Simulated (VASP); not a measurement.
Crystal: TiSi2.

```
Ti Si
1.0
     0.00000    4.11752    4.26290
     2.38951    0.00000    4.26290
     2.38951    4.11752    0.00000
Ti Si
2 4
Direct
  0.75000 0.75000 0.75000
  0.50000 0.50000 0.50000
  0.41257 0.08743 0.41257
  0.08743 0.41257 0.08743
  0.16257 0.83743 0.16257
  0.83743 0.16257 0.83743
```

The cell is a database's computed one.

* Program: VASP 6.6.1
* Task: single point
* Functional: PBEsol
* Potentials or basis: VASP PAW PBE potentials, release 64 (Ti_sv, Si)
* Cutoff: 520 eV
* k mesh: 7 × 7 × 7
* Occupations: fermi-dirac, width 0.05 eV
* Spin: no spin polarisation

On this cell: pressure -1.8 GPa; largest force 0.049 eV/Å; band gap on the k mesh none (metal or under the smearing width).

The same run follows on a disturbed copy (atoms moved at random, drawn with an rms of 0.05 Å):

```xyz
6
Lattice="0.0000 4.1175 4.2629 2.3895 0.0000 4.2629 2.3895 4.1175 0.0000" Properties=species:S:1:pos:R:3 pbc="T T T"
Ti    3.6333    6.1117    6.3765
Ti    2.3463    4.1090    4.2783
Si    1.1705    3.3480    2.1337
Si    1.2065    0.7287    2.1475
Si    2.4337    1.3170    4.3016
Si    2.3347    6.9183    4.2719
```

**Question.** What does the disturbed cell give?

**Answer.** The energy (extrapolated to zero smearing) moves by +15.4 meV/atom; pressure -1.2 GPa; largest force 1.078 eV/Å; band gap on the k mesh none (metal or under the smearing width).

Forces in eV/Å, atoms in the order of the input:
```
Ti  -0.925  0.456  0.313
Ti   0.600 -0.104 -0.205
Si   0.186  0.179  0.111
Si   0.043 -0.324  0.294
Si  -0.271  0.064 -0.559
Si   0.367 -0.270  0.046
```

Stress tensor (GPa, compression positive):
```
-1.25 -0.53 -1.19
-0.53 -2.47  1.32
-1.19  1.32 -0.01
```

Caveats: the PAW data sets were made with another functional, which shifts forces and pressure a little.
